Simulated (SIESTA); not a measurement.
Here is a SIESTA 5.4.2 calculation.

Contents of Te2Pt.fdf:

```
SystemName                      Moncheite
SystemLabel                     Te2Pt
NumberOfSpecies                 2
NumberOfAtoms                   3
%block ChemicalSpeciesLabel
  1  78 Pt
  2  52 Te
%endblock ChemicalSpeciesLabel

LatticeConstant                 1.0 Ang
%block LatticeVectors
     4.0100000000     0.0000000000     0.0000000000
    -2.0050000000     3.4727618692     0.0000000000
     0.0000000000     0.0000000000     5.2010000000
%endblock LatticeVectors
AtomicCoordinatesFormat         Ang
%block AtomicCoordinatesAndAtomicSpecies
     0.0000000000     0.0000000000     0.0000000000  1
     2.0050000002     1.1575872896     3.9007500000  2
    -0.0000000002     2.3151745796     1.3002500000  2
%endblock AtomicCoordinatesAndAtomicSpecies

%block kgrid.MonkhorstPack
    8   0   0  0.0
    0   8   0  0.0
    0   0   5  0.0
%endblock kgrid.MonkhorstPack
XC.Functional                   GGA
XC.Authors                      PBE
PAO.BasisSize                   DZP
PAO.EnergyShift                 0.003 Ry
Mesh.Cutoff                     800 Ry
OccupationFunction              FD
ElectronicTemperature           0.05 eV
MaxSCFIterations                120
SCF.MustConverge                false
SCF.Mixer.Method                Pulay
SCF.Mixer.Weight                0.25
SCF.Mixer.History               8
SCF.DM.Tolerance                5.0e-05
SCF.H.Tolerance                 1.0e-03 eV
WriteForces                     true
Charge.Mulliken                 end
Charge.Hirshfeld                end
Charge.Voronoi                  end
SaveRho                         true
SaveElectrostaticPotential      true
%block PAO.Basis
  Pt 5
  n=5 0 2
    2.732 0.000
  n=6 0 2
    7.326 0.000
  n=5 1 2
    3.260 0.000
  n=6 1 1
    7.326
  n=5 2 2
    5.692 0.000
  Te 4
  n=5 0 2
    5.635 0.000
  n=5 1 2
    7.297 0.000
  n=4 2 2
    3.260 0.000
  n=5 2 1
    7.297
%endblock PAO.Basis
```

Potentials or basis: PseudoDojo 0.4 standard (PBE files), DZP (energy shift 0.003 Ry; two zetas on semicore shells).

Command:

```console
$ siesta < Te2Pt.fdf > Te2Pt.out 2>&1
```

Question: What does it give for the Hirshfeld charges?

Answer: Pt +0.11; Te -0.05 e.

Question: Predict the largest force.

Answer: 1.611 eV/Å.

Question: What does it give for the band gap on the k mesh?

Answer: None (metal or under the smearing width).

Forces on the atoms (eV/Å):
```
Pt   0.000  0.000  0.000
Te   0.000  0.000 -1.611
Te   0.000  0.000  1.611
```

Caveat: the basis of atomic orbitals isn't converged, which shifts pressures, moduli and gaps; forces of over 1 eV/Å show positions far from the minimum, so gaps and moduli don't describe the material at rest. The run has no spin-orbit coupling, so splittings on Pt, Te are missing.
